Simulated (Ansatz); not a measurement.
Moving spin-orbit coupling in Au

```xyz
2
Lattice="2.9000 0.0000 0.0000 -1.4500 2.5115 0.0000 0.0000 0.0000 4.8800" Properties=species:S:1:pos:R:3 pbc="T T T"
Au    1.4500    0.8372    1.2200
Au    0.0000    1.6743    3.6600
```

This isn't the form of Au at room conditions, which is fcc.

Kept alike: task band structure; functional PBEsol; k mesh 11 × 11 × 6; occupations fermi-dirac, width 0.05 eV. Program: Ansatz, Ansatz PAW, cutoff 420 eV. The mesh is that of the run's cell of 2 atoms.

```csv
spin-orbit coupling,pressure (GPa)
off,-6.44
on,-7.95
```

Pressure is positive in compression, with a Pulay correction for the finite cutoff. For a metal such a mesh leaves the last digits unconverged. All rows use potentials made for PBE.

Task: What does spin-orbit coupling change here?

Result: The pressure runs from -7.95 (on) to -6.44 GPa (off).
